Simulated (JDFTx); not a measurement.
# InAs (F-43m) in JDFTx: single point with LDA

Aim: the single point of InAs with LDA.

Everything below comes from runs of JDFTx 1.7.0 (patched build). Logs are shortened: lines on timing, memory, paths and dates and some standing lists are left out, and cuts for length are marked. The log counts tension as positive stress, the text compression.

**Experimental background.**

A printed reference work, data compilation reports, for a bulk crystal of InAs at 4.2 K: band gap 0.418 eV (direct).

How close the calculation comes is told below.

## 1. The crystal as given

The structure is cubic, space group F-43m (No. 216). Conventional cell: a = 6.036 Å, b = 6.036 Å, c = 6.036 Å, α = 90.00°, β = 90.00°, γ = 90.00°. In (site symmetry -43m) has 4 As at 2.61 Å as nearest neighbours. As (site symmetry -43m) is surrounded by 4 In at 2.61 Å.

## 2. Single point, LDA

InAs.in reads:

```
include InAs.lattice
coords-type Lattice
include InAs.ionpos

ion-species pseudo/In.upf
ion-species pseudo/As.upf
elec-cutoff 40 320
elec-ex-corr lda-PW
kpoint-folding 8 8 8
elec-smearing Fermi 0.0018374661
elec-n-bands 21
electronic-SCF nIterations 100 energyDiffThreshold 1e-09
electronic-minimize nIterations 30 energyDiffThreshold 1e-7
converge-empty-states yes
forces-output-coords Cartesian

dump-name run.$VAR
dump End Ecomponents EigStats BandEigs Kpoints Forces Stress ElecDensity Dtot KEdensity
```

InAs.lattice reads:

```
lattice \
    0.0000000000     5.7031934441     5.7031934441 \
    5.7031934441     0.0000000000     5.7031934441 \
    5.7031934441     5.7031934441     0.0000000000
```

InAs.ionpos reads:

```
ion In     0.0000000000     0.0000000000     0.0000000000 1
ion As     0.7500000000     0.7500000000     0.7500000000 1
```

Potentials or basis: PseudoDojo-SR-LDA-0.4.1-standard with smoothed tails.

Launch:

```sh
$ jdftx -c 1 -i InAs.in -o InAs.out
```

What it wrote:

```text
*************** JDFTx 1.7.0 (patched build) ***************

Input parsed successfully to the following command list (including defaults):
[... the input with its defaults ...]

---------- Setting up symmetries ----------

Found 48 point-group symmetries of the bravais lattice
Found 24 space-group symmetries with basis
Applied RMS atom displacement 0 bohrs to make symmetries exact.

---------- Initializing the Grid ----------
R =
[            0      5.70319      5.70319  ]
[      5.70319            0      5.70319  ]
[      5.70319      5.70319            0  ]
unit cell volume = 371.009
G =
[  -0.550848   0.550848   0.550848  ]
[   0.550848  -0.550848   0.550848  ]
[   0.550848   0.550848  -0.550848  ]
Minimum fftbox size, Smin = [  68  68  68  ]
Chosen fftbox size, S = [  70  70  70  ]

---------- Initializing tighter grid for wavefunction operations ----------
R =
[            0      5.70319      5.70319  ]
[      5.70319            0      5.70319  ]
[      5.70319      5.70319            0  ]
unit cell volume = 371.009
G =
[  -0.550848   0.550848   0.550848  ]
[   0.550848  -0.550848   0.550848  ]
[   0.550848   0.550848  -0.550848  ]
Minimum fftbox size, Smin = [  48  48  48  ]
Chosen fftbox size, S = [  48  48  48  ]

---------- Exchange Correlation functional ----------
Initalized Slater LDA exchange.
Initalized Perdew-Wang LDA correlation.

---------- Setting up pseudopotentials ----------
Width of ionic core gaussian charges (only for fluid interactions / plotting) set to 0

Reading pseudopotential file 'pseudo/In.upf':
  'In' pseudopotential, 'SLA  PW   NOGX NOGC' functional
  Generated using ONCVPSP code by D. R. Hamann
  13 valence electrons, 3 orbitals, 6 projectors, 1001 radial grid points, with lMax = 2
    4D    l: 2   occupation: 10.0   eigenvalue: -0.687856
    5S    l: 0   occupation:  2.0   eigenvalue: -0.311709
    5P    l: 1   occupation:  1.0   eigenvalue: -0.099150
  Core radius for overlap checks: 2.17 bohrs.

Reading pseudopotential file 'pseudo/As.upf':
  'As' pseudopotential, 'SLA  PW   NOGX NOGC' functional
  Generated using ONCVPSP code by D. R. Hamann
  15 valence electrons, 3 orbitals, 6 projectors, 1001 radial grid points, with lMax = 2
    3D    l: 2   occupation: 10.0   eigenvalue: -1.502949
    4S    l: 0   occupation:  2.0   eigenvalue: -0.540203
    4P    l: 1   occupation:  3.0   eigenvalue: -0.196304
  Core radius for overlap checks: 1.74 bohrs.

Initialized 2 species with 2 total atoms.

Folded 1 k-points by 8x8x8 to 512 k-points.

---------- Setting up k-points, bands, fillings ----------
Adding inversion symmetry to k-mesh for non-inversion-symmetric unit cell.
Reduced to 29 k-points under symmetry.
Computing the number of bands and number of electrons
Calculating initial fillings.
nElectrons:  28.000000   nBands: 21   nStates: 29

----- Setting up reduced wavefunction bases (one per k-point) -----
average nbasis = 4481.729 , ideal nbasis = 4482.995

---------- Setting up ewald sum ----------
Optimum gaussian width for ewald sums = 2.590292 bohr.
Real space sum over 1331 unit cells with max indices [  5  5  5  ]
Reciprocal space sum over 2197 terms with max indices [  6  6  6  ]

---------- Allocating electronic variables ----------
Initializing wave functions:  linear combination of atomic orbitals
Note: number of bands (21) exceeds available atomic orbitals (18)
In pseudo-atom occupations:   s ( 2 )  p ( 1 )  d ( 10 )
As pseudo-atom occupations:   s ( 2 )  p ( 3 )  d ( 10 )
	FillingsUpdate:  mu: +0.310156318  nElectrons: 28.000000
LCAOMinimize: Iter:   0  F: -152.9021708943653550  |grad|_K:  1.702e-03  alpha:  1.000e+00
	FillingsUpdate:  mu: +0.291697181  nElectrons: 28.000000
LCAOMinimize: Iter:   1  F: -152.9112702501545868  |grad|_K:  4.067e-05  alpha:  4.799e-01  linmin: -1.300e-01  cgtest:  4.325e-01
LCAOMinimize: Encountered beta<0, resetting CG.
	FillingsUpdate:  mu: +0.291581543  nElectrons: 28.000000
LCAOMinimize: Iter:   2  F: -152.9112784140832559  |grad|_K:  1.046e-05  alpha:  7.711e-01  linmin: -8.535e-04  cgtest:  1.142e-02
	FillingsUpdate:  mu: +0.291708031  nElectrons: 28.000000
LCAOMinimize: Iter:   3  F: -152.9112788002136654  |grad|_K:  9.520e-07  alpha:  5.512e-01  linmin: -2.568e-05  cgtest: -3.246e-02
	FillingsUpdate:  mu: +0.291703496  nElectrons: 28.000000
LCAOMinimize: Iter:   4  F: -152.9112788056660861  |grad|_K:  4.002e-08  alpha:  9.408e-01  linmin: -1.806e-04  cgtest:  2.958e-03
LCAOMinimize: Converged (|Delta F|<1.000000e-06 for 2 iters).

-------- Electronic minimization -----------
Will mix electronic density at each iteration.
	FillingsUpdate:  mu: +0.291703496  nElectrons: 28.000000
	FillingsUpdate:  mu: +0.285928566  nElectrons: 28.000000
SCF: Cycle:  0   F: -152.943492940093478   dF: -3.221e-02   |Residual|: 4.112e-02   |deigs|: 1.235e-01
	FillingsUpdate:  mu: +0.287130856  nElectrons: 28.000000
SCF: Cycle:  1   F: -152.944119895259632   dF: -6.270e-04   |Residual|: 2.247e-02   |deigs|: 8.200e-03
	FillingsUpdate:  mu: +0.289610284  nElectrons: 28.000000
SCF: Cycle:  2   F: -152.944269259434122   dF: -1.494e-04   |Residual|: 4.076e-03   |deigs|: 2.588e-03
	FillingsUpdate:  mu: +0.290188395  nElectrons: 28.000000
SCF: Cycle:  3   F: -152.944279115185765   dF: -9.856e-06   |Residual|: 1.730e-03   |deigs|: 1.436e-03
	FillingsUpdate:  mu: +0.290421230  nElectrons: 28.000000
SCF: Cycle:  4   F: -152.944280991360216   dF: -1.876e-06   |Residual|: 5.924e-04   |deigs|: 2.535e-04
	FillingsUpdate:  mu: +0.290427631  nElectrons: 28.000000
SCF: Cycle:  5   F: -152.944281474502873   dF: -4.831e-07   |Residual|: 1.682e-04   |deigs|: 9.229e-05
	FillingsUpdate:  mu: +0.290478238  nElectrons: 28.000000
SCF: Cycle:  6   F: -152.944281886921715   dF: -4.124e-07   |Residual|: 4.512e-05   |deigs|: 1.263e-04
	FillingsUpdate:  mu: +0.290480230  nElectrons: 28.000000
SCF: Cycle:  7   F: -152.944282047775943   dF: -1.609e-07   |Residual|: 1.159e-05   |deigs|: 8.188e-05
	FillingsUpdate:  mu: +0.290479307  nElectrons: 28.000000
SCF: Cycle:  8   F: -152.944282123085287   dF: -7.531e-08   |Residual|: 8.504e-06   |deigs|: 6.685e-05
	FillingsUpdate:  mu: +0.290479193  nElectrons: 28.000000
SCF: Cycle:  9   F: -152.944282149188240   dF: -2.610e-08   |Residual|: 5.176e-06   |deigs|: 5.359e-05
	FillingsUpdate:  mu: +0.290479502  nElectrons: 28.000000
SCF: Cycle: 10   F: -152.944282162703445   dF: -1.352e-08   |Residual|: 1.739e-06   |deigs|: 5.322e-05
	FillingsUpdate:  mu: +0.290479402  nElectrons: 28.000000
SCF: Cycle: 11   F: -152.944282166359613   dF: -3.656e-09   |Residual|: 1.247e-06   |deigs|: 5.352e-05
	FillingsUpdate:  mu: +0.290479406  nElectrons: 28.000000
SCF: Cycle: 12   F: -152.944282168931892   dF: -2.572e-09   |Residual|: 1.556e-06   |deigs|: 5.585e-05
	FillingsUpdate:  mu: +0.290479401  nElectrons: 28.000000
SCF: Cycle: 13   F: -152.944282169456841   dF: -5.249e-10   |Residual|: 1.817e-06   |deigs|: 4.513e-05
	FillingsUpdate:  mu: +0.290479394  nElectrons: 28.000000
SCF: Cycle: 14   F: -152.944282169934411   dF: -4.776e-10   |Residual|: 2.142e-06   |deigs|: 9.398e-05
SCF: Converged (|Delta E|<1.000000e-09 for 2 iters).

Setting wave functions to eigenvectors of Hamiltonian
Converging empty states (this may take a while): |deigs|: 1.611e-04

# Stress tensor in Cartesian coordinates [Eh/a0^3]:
[  1.60121e-05            0            0  ]
[            0  1.60121e-05            0  ]
[            0            0  1.60121e-05  ]

# Ionic positions in lattice coordinates:
ion In   0.000000000000000   0.000000000000000   0.000000000000000 1
ion As   0.750000000000000   0.750000000000000   0.750000000000000 1

# Forces in Cartesian coordinates:
force In  -0.000000000000000  -0.000000000000000   0.000000000000000 1
force As   0.000000000000000  -0.000000000000000   0.000000000000000 1

# Energy components:
   Eewald =      -92.8949152033454908
       EH =       52.2197271278474346
     Eloc =     -140.5828235366819285
      Enl =      -65.5982962651746249
      Exc =      -43.1128610583234391
 Exc_core =       19.2940418529514339
       KE =      117.7308645007875754
-------------------------------------
     Etot =     -152.9442625819390855
       TS =        0.0000195879953245
-------------------------------------
        F =     -152.9442821699344108

IonicMinimize: Iter:   0  F: -152.944282169934411  |grad|_K:  8.134e-36
IonicMinimize: Converged (|grad|_K<1.000000e-04).

#--- Lowdin population analysis ---
# oxidation-state In +0.214
# oxidation-state As -0.184

Dumping 'run.eigStats' ...
	eMin: -1.004187 at state 20 ( [ +0.000000 +0.500000 +0.500000 ] spin 0 )
	HOMO: +0.288760 at state 0 ( [ +0.000000 +0.000000 +0.000000 ] spin 0 )
	mu  : +0.290480
	LUMO: +0.318157 at state 4 ( [ +0.000000 +0.000000 +0.500000 ] spin 0 )
	eMax: +0.757905 at state 19 ( [ +0.000000 +0.375000 -0.375000 ] spin 0 )
	HOMO-LUMO gap: +0.029398
	Optical gap  : +0.043178 at state 1 ( [ +0.000000 +0.000000 +0.125000 ] spin 0 )
Done!
[note: the HOMO, LUMO and gaps printed at the end count levels as full or empty at half filling, so they show a gap where a level is partly filled]
```

Wall time 3.1 min (1 thread of AMD EPYC 7R43 (Zen 3), shared host); peak memory 0.18 GiB.

What came out:

```
Free energy            : -4161.8259 eV
Pressure               : -0.5 GPa
Band gap on the k mesh : none (metal or under the smearing width)
Loewdin charges        : In +0.21; As -0.18 e
```

Levels at points of the mesh, in eV from the Fermi level:
```tsv
k point	band 10	band 11	band 12	band 13	band 14	band 15	band 16	band 17
(0.00, 0.00, 0.00)	-14.30	-12.02	-0.46	-0.05	-0.05	-0.05	3.79	3.79
(0.00, 0.00, 0.50)	-14.30	-10.53	-5.92	-1.05	-1.05	0.75	4.58	4.58
(0.00, 0.50, 0.50)	-14.28	-9.99	-6.00	-2.41	-2.41	1.38	1.91	9.00
```

Caveat: this crystal is a semiconductor, whose small gap the functional closes, so the metal is an error of the method.

## 3. Against experiment

Step 2. Measured gap of InAs: 0.418 eV (direct; 4.2 K; a printed reference work, data compilation). This calculation gives 0.00 eV (-0.42 eV). Spin-orbit coupling on As, In is left out. The value is that of LDA on a finite k mesh, which can miss the band edges, without temperature or zero-point motion. Semilocal functionals fall short of measured gaps as a rule.
